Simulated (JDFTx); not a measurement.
# WS2 in JDFTx: equation of state

How stiff is WS2 in PBEsol, and what volume does it want? The cell is scaled to several volumes.

All numbers are computed with JDFTx 1.7.0 (patched build); they aren't measurements. Logs are shortened: lines on timing, memory, paths and dates and some standing lists are left out, and cuts for length are marked. The log counts tension as positive stress, the text compression.

**1. The structure**

The cell holds a slab with vacuum, 3 atoms: a = 3.184 Å, b = 3.184 Å, c = 16.951 Å, α = 90.00°, β = 90.00°, γ = 120.00°.

**2. Equation of state, PBEsol, 46.62 Å³/atom (volume scaled by 0.94)**

File WS2.in:

```
lattice \
    5.8931645848    -2.9465822924     0.0000000000 \
    0.0000000000     5.1036302391     0.0000000000 \
    0.0000000000     0.0000000000    31.3780531240
coords-type Lattice
ion W      0.0000000000     0.0000000000     0.0000000000 1
ion S      0.3333333333     0.6666666667     0.0920005100 1
ion S      0.3333333333     0.6666666667     0.9079994900 1

ion-species pseudo/W.upf
ion-species pseudo/S.upf
elec-cutoff 37 296
elec-ex-corr gga-PBEsol
kpoint-folding 10 10 2
elec-smearing Fermi 0.0018374661
elec-n-bands 19
electronic-SCF nIterations 100 energyDiffThreshold 1e-09
electronic-minimize nIterations 30 energyDiffThreshold 1e-7
forces-output-coords Cartesian

dump-name run.$VAR
dump End Ecomponents EigStats BandEigs Kpoints Forces Stress ElecDensity Dtot KEdensity
```

Potentials or basis: PseudoDojo-SR-PBEsol-0.4.1-standard with smoothed tails.

On the command line:

```
> jdftx -c 1 -i WS2.in -o WS2.out
```

What it wrote:

```text
*************** JDFTx 1.7.0 (patched build) ***************

Input parsed successfully to the following command list (including defaults):
[... the input with its defaults ...]

---------- Setting up symmetries ----------

Found 24 point-group symmetries of the bravais lattice
Found 12 space-group symmetries with basis
Applied RMS atom displacement 1.60392e-10 bohrs to make symmetries exact.

---------- Initializing the Grid ----------
R =
[      5.89316     -2.94658            0  ]
[            0      5.10363            0  ]
[            0            0      31.3781  ]
unit cell volume = 943.743
G =
[    1.06618    0.61556         -0  ]
[          0    1.23112          0  ]
[          0         -0   0.200241  ]
Minimum fftbox size, Smin = [  48  48  244  ]
Chosen fftbox size, S = [  48  48  250  ]

---------- Initializing tighter grid for wavefunction operations ----------
R =
[      5.89316     -2.94658            0  ]
[            0      5.10363            0  ]
[            0            0      31.3781  ]
unit cell volume = 943.743
G =
[    1.06618    0.61556         -0  ]
[          0    1.23112          0  ]
[          0         -0   0.200241  ]
Minimum fftbox size, Smin = [  36  36  172  ]
Chosen fftbox size, S = [  36  36  180  ]

---------- Exchange Correlation functional ----------
Initalized PBEsol GGA exchange.
Initalized PBEsol GGA correlation.

---------- Setting up pseudopotentials ----------
Width of ionic core gaussian charges (only for fluid interactions / plotting) set to 0

Reading pseudopotential file 'pseudo/W.upf':
  'W' pseudopotential, 'PBESOL' functional
  Generated using ONCVPSP code by D. R. Hamann
  14 valence electrons, 4 orbitals, 8 projectors, 1001 radial grid points, with lMax = 3
    5S    l: 0   occupation:  2.0   eigenvalue: -2.907164
    5P    l: 1   occupation:  6.0   eigenvalue: -1.588366
    5D    l: 2   occupation:  4.0   eigenvalue: -0.165815
    6S    l: 0   occupation:  2.0   eigenvalue: -0.211168
  Core radius for overlap checks: 2.00 bohrs.

Reading pseudopotential file 'pseudo/S.upf':
  'S' pseudopotential, 'PBESOL' functional
  Generated using ONCVPSP code by D. R. Hamann
  6 valence electrons, 2 orbitals, 6 projectors, 1001 radial grid points, with lMax = 2
    3S    l: 0   occupation:  2.0   eigenvalue: -0.631879
    3P    l: 1   occupation:  4.0   eigenvalue: -0.256451
  Core radius for overlap checks: 1.58 bohrs.

Initialized 2 species with 3 total atoms.

Folded 1 k-points by 10x10x2 to 200 k-points.

---------- Setting up k-points, bands, fillings ----------
Adding inversion symmetry to k-mesh for non-inversion-symmetric unit cell.
Reduced to 28 k-points under symmetry.
Computing the number of bands and number of electrons
Calculating initial fillings.
nElectrons:  26.000000   nBands: 19   nStates: 28

----- Setting up reduced wavefunction bases (one per k-point) -----
average nbasis = 10142.805 , ideal nbasis = 10144.960

---------- Setting up ewald sum ----------
Optimum gaussian width for ewald sums = 3.258425 bohr.
Real space sum over 1445 unit cells with max indices [  8  8  2  ]
Reciprocal space sum over 2673 terms with max indices [  4  4  16  ]

---------- Allocating electronic variables ----------
Initializing wave functions:  linear combination of atomic orbitals
Note: number of bands (19) exceeds available atomic orbitals (18)
W pseudo-atom occupations:   s ( 2 2 )  p ( 6 )  d ( 4 )
S pseudo-atom occupations:   s ( 2 )  p ( 4 )
	FillingsUpdate:  mu: -0.080252314  nElectrons: 26.000000
LCAOMinimize: Iter:   0  F: -89.4518581326951931  |grad|_K:  5.656e-03  alpha:  1.000e+00
	FillingsUpdate:  mu: -0.050072920  nElectrons: 26.000000
LCAOMinimize: Iter:   1  F: -89.4782401806592276  |grad|_K:  3.031e-03  alpha:  1.044e-01  linmin: -4.247e-01  cgtest:  9.668e-01
LCAOMinimize: Encountered beta<0, resetting CG.
[... 12 lines of inner loops ...]
LCAOMinimize: Iter:   6  F: -89.4893132784190470  |grad|_K:  2.829e-06  alpha:  2.554e-01  linmin: -3.681e-05  cgtest:  2.052e-04
	FillingsUpdate:  mu: +0.011246232  nElectrons: 26.000000
LCAOMinimize: Iter:   7  F: -89.4893133050840675  |grad|_K:  3.536e-07  alpha:  6.591e-01  linmin:  3.432e-04  cgtest: -4.013e-03
LCAOMinimize: Converged (|Delta F|<1.000000e-06 for 2 iters).

-------- Electronic minimization -----------
Will mix electronic density at each iteration.
	FillingsUpdate:  mu: +0.011246232  nElectrons: 26.000000
	FillingsUpdate:  mu: -0.004522640  nElectrons: 26.000000
SCF: Cycle:  0   F: -89.567203014352515   dF: -7.789e-02   |Residual|: 1.889e-01   |deigs|: 8.677e-02
	FillingsUpdate:  mu: +0.002629641  nElectrons: 26.000000
SCF: Cycle:  1   F: -89.661313118539837   dF: -9.411e-02   |Residual|: 9.228e-02   |deigs|: 1.052e-02
	FillingsUpdate:  mu: +0.009711495  nElectrons: 26.000000
SCF: Cycle:  2   F: -89.694449756511162   dF: -3.314e-02   |Residual|: 2.929e-02   |deigs|: 1.157e-02
	FillingsUpdate:  mu: +0.014396640  nElectrons: 26.000000
SCF: Cycle:  3   F: -89.695730722824791   dF: -1.281e-03   |Residual|: 1.794e-02   |deigs|: 4.965e-03
	FillingsUpdate:  mu: +0.024449498  nElectrons: 26.000000
SCF: Cycle:  4   F: -89.696098646402007   dF: -3.679e-04   |Residual|: 1.244e-02   |deigs|: 9.869e-03
	FillingsUpdate:  mu: +0.026636160  nElectrons: 26.000000
SCF: Cycle:  5   F: -89.696900980709486   dF: -8.023e-04   |Residual|: 7.152e-03   |deigs|: 2.222e-03
	FillingsUpdate:  mu: +0.036760200  nElectrons: 26.000000
SCF: Cycle:  6   F: -89.697375224924969   dF: -4.742e-04   |Residual|: 5.379e-03   |deigs|: 1.010e-02
	FillingsUpdate:  mu: +0.039706795  nElectrons: 26.000000
SCF: Cycle:  7   F: -89.697418377396218   dF: -4.315e-05   |Residual|: 3.805e-03   |deigs|: 2.899e-03
[... 11 lines left out ...]
SCF: Cycle: 13   F: -89.697506393732965   dF: -3.462e-07   |Residual|: 5.890e-04   |deigs|: 7.086e-04
	FillingsUpdate:  mu: +0.059468200  nElectrons: 26.000000
SCF: Cycle: 14   F: -89.697506935283158   dF: -5.416e-07   |Residual|: 1.705e-04   |deigs|: 2.064e-04
	FillingsUpdate:  mu: +0.059393779  nElectrons: 26.000000
SCF: Cycle: 15   F: -89.697506985267637   dF: -4.998e-08   |Residual|: 7.110e-05   |deigs|: 1.361e-04
	FillingsUpdate:  mu: +0.059434493  nElectrons: 26.000000
SCF: Cycle: 16   F: -89.697507002151255   dF: -1.688e-08   |Residual|: 2.226e-05   |deigs|: 8.486e-05
	FillingsUpdate:  mu: +0.059428879  nElectrons: 26.000000
SCF: Cycle: 17   F: -89.697507004916048   dF: -2.765e-09   |Residual|: 9.541e-06   |deigs|: 4.319e-05
	FillingsUpdate:  mu: +0.059426120  nElectrons: 26.000000
SCF: Cycle: 18   F: -89.697507006570433   dF: -1.654e-09   |Residual|: 2.829e-06   |deigs|: 4.190e-05
	FillingsUpdate:  mu: +0.059426095  nElectrons: 26.000000
SCF: Cycle: 19   F: -89.697507007130170   dF: -5.597e-10   |Residual|: 1.914e-06   |deigs|: 3.945e-05
	FillingsUpdate:  mu: +0.059426138  nElectrons: 26.000000
SCF: Cycle: 20   F: -89.697507007384516   dF: -2.543e-10   |Residual|: 1.267e-06   |deigs|: 5.059e-05
SCF: Converged (|Delta E|<1.000000e-09 for 2 iters).

Setting wave functions to eigenvectors of Hamiltonian

# Stress tensor in Cartesian coordinates [Eh/a0^3]:
[ -8.36315e-05            0            0  ]
[            0 -8.36315e-05            0  ]
[            0            0  -0.00012778  ]

# Ionic positions in lattice coordinates:
ion W  -0.000000000022222   0.000000000022222   0.000000000000000 1
ion S   0.333333333311111   0.666666666688889   0.092000510000000 1
ion S   0.333333333311111   0.666666666688889   0.907999490000000 1

# Forces in Cartesian coordinates:
force W   0.000000000000000   0.000000000000000   0.000000000000000 1
force S   0.000000000000000  -0.000000000000000   0.020982213779115 1
force S  -0.000000000000000  -0.000000000000000  -0.020982213779115 1

# Energy components:
   Eewald =      143.7914115582556462
       EH =      219.5561504080599491
     Eloc =     -482.4330441099735935
      Enl =       15.7137464318288487
      Exc =      -22.8743472376740371
 Exc_core =        8.2644467585533263
       KE =       28.2841291835680799
-------------------------------------
     Etot =      -89.6975070073817591
       TS =        0.0000000000027516
-------------------------------------
        F =      -89.6975070073845160

IonicMinimize: Iter:   0  F: -89.697507007384516  |grad|_K:  9.891e-03
IonicMinimize: None of the convergence criteria satisfied after 0 iterations.

#--- Lowdin population analysis ---
# oxidation-state W +0.376
# oxidation-state S -0.065 -0.065

Dumping 'run.eigStats' ...
	eMin: -2.691336 at state 1 ( [ +0.000000 +0.000000 +0.500000 ] spin 0 )
	HOMO: +0.020689 at state 1 ( [ +0.000000 +0.000000 +0.500000 ] spin 0 )
	mu  : +0.059426
	LUMO: +0.100354 at state 26 ( [ +0.300000 +0.300000 +0.000000 ] spin 0 )
	eMax: +0.335708 at state 25 ( [ +0.200000 +0.400000 +0.500000 ] spin 0 )
	HOMO-LUMO gap: +0.079665
	Optical gap  : +0.085639 at state 27 ( [ +0.300000 +0.300000 +0.500000 ] spin 0 )
Done!
[note: mu as printed may lie anywhere between the filled and the empty levels]
```

Wall time 13 min (1 thread of Arm Neoverse N1, shared host); peak memory 0.52 GiB.

Results:

| Property | Result |
| --- | --- |
| Free energy | -2440.7935 eV |
| Largest force | 1.079 eV/Å |
| Band gap on the k mesh | 2.17 eV, indirect (least direct gap 2.33 eV) |

Caveat: spin-orbit coupling is left out, which moves the levels of the heavy elements.

**3. Equation of state, PBEsol, 47.61 Å³/atom (volume scaled by 0.96)**

Edit WS2.in of step 2 so:

```diff
@@ -1,5 +1,5 @@
 lattice \
-    5.8931645848    -2.9465822924     0.0000000000 \
-    0.0000000000     5.1036302391     0.0000000000 \
-    0.0000000000     0.0000000000    31.3780531240
+    5.9346671113    -2.9673335557     0.0000000000 \
+    0.0000000000     5.1395724813     0.0000000000 \
+    0.0000000000     0.0000000000    31.5990326098
 coords-type Lattice
@@ -21,2 +21,2 @@
 dump-name run.$VAR
-dump End Ecomponents EigStats BandEigs Kpoints Forces Stress ElecDensity Dtot KEdensity
+dump End Ecomponents EigStats BandEigs Kpoints Forces Stress
```

Potentials or basis: PseudoDojo-SR-PBEsol-0.4.1-standard with smoothed tails.

On the command line:

```
> jdftx -c 1 -i WS2.in -o WS2.out
```

Run time: 13 min. Hardware: 1 thread of Arm Neoverse N1, shared host; peak memory 0.51 GiB.

Results (log left out):

- Free energy: -2440.8336 eV
- Largest force: 0.646 eV/Å
- Band gap on the k mesh: 2.10 eV, indirect (least direct gap 2.27 eV)

Caveat: spin-orbit coupling is left out, which moves the levels of the heavy elements.

**4. Equation of state, PBEsol, 48.60 Å³/atom (volume scaled by 0.98)**

Edit WS2.in of step 3 so:

```diff
@@ -1,5 +1,5 @@
 lattice \
-    5.9346671113    -2.9673335557     0.0000000000 \
-    0.0000000000     5.1395724813     0.0000000000 \
-    0.0000000000     0.0000000000    31.5990326098
+    5.9755971434    -2.9877985717     0.0000000000 \
+    0.0000000000     5.1750189288     0.0000000000 \
+    0.0000000000     0.0000000000    31.8169638594
 coords-type Lattice
```

On the command line:

```
> jdftx -c 1 -i WS2.in -o WS2.out
```

Wall time 13 min (1 thread of Arm Neoverse N1, shared host); peak memory 0.5 GiB.

The run converged. Its results:

```
Free energy            : -2440.8478 eV
Largest force          : 0.246 eV/Å
Band gap on the k mesh : 2.04 eV, indirect (least direct gap 2.21 eV)
```

Caveat: spin-orbit coupling is left out, which moves the levels of the heavy elements.

**5. Equation of state, PBEsol, 49.59 Å³/atom**

Edit WS2.in of step 4 so:

```diff
@@ -1,5 +1,5 @@
 lattice \
-    5.9755971434    -2.9877985717     0.0000000000 \
-    0.0000000000     5.1750189288     0.0000000000 \
-    0.0000000000     0.0000000000    31.8169638594
+    6.0159740246    -3.0079870123     0.0000000000 \
+    0.0000000000     5.2099863337     0.0000000000 \
+    0.0000000000     0.0000000000    32.0319498662
 coords-type Lattice
```

On the command line:

```
> jdftx -c 1 -i WS2.in -o WS2.out
```

It took 13 min on 1 thread of Arm Neoverse N1, shared host; peak memory 0.51 GiB.

The run converged. Its results:

* Free energy: -2440.8387 eV
* Largest force: 0.123 eV/Å
* Band gap on the k mesh: 1.98 eV, indirect (least direct gap 2.15 eV)

Caveat: spin-orbit coupling is left out, which moves the levels of the heavy elements.

**6. Equation of state, PBEsol, 50.58 Å³/atom (volume scaled by 1.02)**

Edit WS2.in of step 5 so:

```diff
@@ -1,5 +1,5 @@
 lattice \
-    6.0159740246    -3.0079870123     0.0000000000 \
-    0.0000000000     5.2099863337     0.0000000000 \
-    0.0000000000     0.0000000000    32.0319498662
+    6.0558160733    -3.0279080366     0.0000000000 \
+    0.0000000000     5.2444905599     0.0000000000 \
+    0.0000000000     0.0000000000    32.2440881668
 coords-type Lattice
```

Potentials or basis: PseudoDojo-SR-PBEsol-0.4.1-standard with smoothed tails.

On the command line:

```
> jdftx -c 1 -i WS2.in -o WS2.out
```

Run time: 13 min. Hardware: 1 thread of Arm Neoverse N1, shared host; peak memory 0.55 GiB.

It converged, with:

| Quantity | Value |
| --- | --- |
| Free energy | -2440.8088 eV |
| Largest force | 0.465 eV/Å |
| Band gap on the k mesh | 1.93 eV, indirect (least direct gap 2.09 eV) |

Caveat: spin-orbit coupling is left out, which moves the levels of the heavy elements.

**7. Equation of state, PBEsol, 51.58 Å³/atom (volume scaled by 1.04)**

Edit WS2.in of step 6 so:

```diff
@@ -1,5 +1,5 @@
 lattice \
-    6.0558160733    -3.0279080366     0.0000000000 \
-    0.0000000000     5.2444905599     0.0000000000 \
-    0.0000000000     0.0000000000    32.2440881668
+    6.0951406562    -3.0475703280     0.0000000000 \
+    0.0000000000     5.2785466478     0.0000000000 \
+    0.0000000000     0.0000000000    32.4534712296
 coords-type Lattice
```

On the command line:

```
> jdftx -c 1 -i WS2.in -o WS2.out
```

Wall time 13 min (1 thread of Arm Neoverse N1, shared host); peak memory 0.54 GiB.

Results (log left out):

| Item | Value |
| --- | --- |
| Free energy | -2440.7602 eV |
| Largest force | 0.781 eV/Å |
| Band gap on the k mesh | 1.87 eV, indirect (least direct gap 2.03 eV) |

Caveat: spin-orbit coupling is left out, which moves the levels of the heavy elements.

**8. Equation of state, PBEsol, 52.57 Å³/atom (volume scaled by 1.06)**

Edit WS2.in of step 7 so:

```diff
@@ -1,5 +1,5 @@
 lattice \
-    6.0951406562    -3.0475703280     0.0000000000 \
-    0.0000000000     5.2785466478     0.0000000000 \
-    0.0000000000     0.0000000000    32.4534712296
+    6.1339642549    -3.0669821275     0.0000000000 \
+    0.0000000000     5.3121688704     0.0000000000 \
+    0.0000000000     0.0000000000    32.6601868108
 coords-type Lattice
```

On the command line:

```
> jdftx -c 1 -i WS2.in -o WS2.out
```

Wall time 13 min (1 thread of Arm Neoverse N1, shared host); peak memory 0.57 GiB.

The run converged. Its results:

- Free energy: -2440.6948 eV
- Largest force: 1.074 eV/Å
- Band gap on the k mesh: 1.82 eV, indirect (least direct gap 1.98 eV)

Caveat: spin-orbit coupling is left out, which moves the levels of the heavy elements.

**9. Equation of state, PBEsol**

Potentials or basis: PseudoDojo-SR-PBEsol-0.4.1-standard with smoothed tails.

This step only gathers the single runs of the series.

Results:

```yaml
Equilibrium_volume: 48.69 Å³/atom
Bulk_modulus_at_fixed_shape_and_positions: 61 GPa
Pressure_derivative_of_the_bulk_modulus: 4.4
```

Energy against volume, from the lowest point:
| volume (Å³/atom) | energy (meV/atom) |
| --- | --- |
| 46.616 | 18.10 |
| 47.608 | 4.73 |
| 48.600 | 0.00 |
| 49.592 | 3.03 |
| 50.583 | 13.01 |
| 51.575 | 29.22 |
| 52.567 | 51.01 |

Caveat: the cell was scaled at fixed shape and fractional positions, which overstates the stiffness of a crystal with free parameters, most of all of layers and chains. Spin-orbit coupling is left out, which matters for the levels of W.
